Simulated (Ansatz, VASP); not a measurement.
Two plane-wave programs on Fe3Ge

File INCAR:

```
ALGO = Normal
EDIFF = 1E-6
ENCUT = 520
GGA = PS
ISIF = 2
ISMEAR = -1
ISPIN = 2
LASPH = T
LCHARG = T
LELF = T
LMAXMIX = 4
LORBIT = 11
LREAL = F
LVHAR = T
LWAVE = F
MAGMOM = 3 3 3 0
NBANDS = 31
NELM = 150
PREC = Accurate
SIGMA = 0.03
```

Contents of KPOINTS:

```
k-points
0
Gamma
  9 9 9
```

The input POSCAR:

```
Fe3Ge
1.0
    3.2808368810      0.0000000000      0.0000000000
    0.0000000000      3.2808368810      0.0000000000
    0.0000000000      0.0000000000      3.2808368810
Fe Ge
3 1
Direct
    0.0000000000      0.5000000000      0.5000000000
    0.5000000000      0.5000000000      0.0000000000
    0.5000000000      0.0000000000      0.5000000000
    0.0000000000      0.0000000000      0.0000000000
```

Input for Ansatz:

```yaml
crystal:
  lattice:
    - [3.280836881, 0.0, 0.0]
    - [0.0, 3.280836881, 0.0]
    - [0.0, 0.0, 3.280836881]
  atoms:
    - { symbol: Fe, position: [0.0, 0.5, 0.5], spin: 3.0 }
    - { symbol: Fe, position: [0.5, 0.5, 0.0], spin: 3.0 }
    - { symbol: Fe, position: [0.5, 0.0, 0.5], spin: 3.0 }
    - { symbol: Ge, position: [0.0, 0.0, 0.0] }
magnetization:
  spin_polarized: true
kpoints:
  mp_grid: { grid: [9, 9, 9] }
scf:
  occupations: { method: fermi_dirac, width: 0.03 }
  lower_state_search: "off"
hamiltonian:
  xc: pbesol
  pseudopotentials: { kind: paw }
output:
  forces: true
  stress: true
  eigenvalues: true
  populations: true
```

Change from the starting cell: volume scaled by 0.72, PAW files.

Alike in both runs: task single point; functional PBEsol; k mesh 9 × 9 × 9; occupations fermi-dirac, width 0.03 eV; collinear spin.

|  | VASP | Ansatz |
| --- | --- | --- |
| version | VASP 6.6.1 | Ansatz 0.2.0 |
| potentials or method | VASP PAW PBE potentials, release 64 (Fe, Ge_d) | PAW with Ansatz's default frozen-core files, scalar-relativistic |
| plane-wave cutoff (eV) | 520 | 420 |
| valence electrons in the cell | 38 | 62 |

```csv
,VASP,Ansatz,Ansatz less VASP
pressure (GPa),93.4,92.1,-1.31
net moment per atom (μB),0.94,0.94,+0.003
size of the moment on the site where the two differ most (μB),1.24,1.21,-0.024
```

Site moments also hang on the region over which each program counts them. The two sets of potentials don't hold the same shells in valence.

Caveats: the cell as given lies far from equilibrium; so large a pressure means that the cell lies far from this level's equilibrium, or that cutoff or potentials fall short (VASP); the potentials were made for another functional, which shifts forces and pressure (VASP).
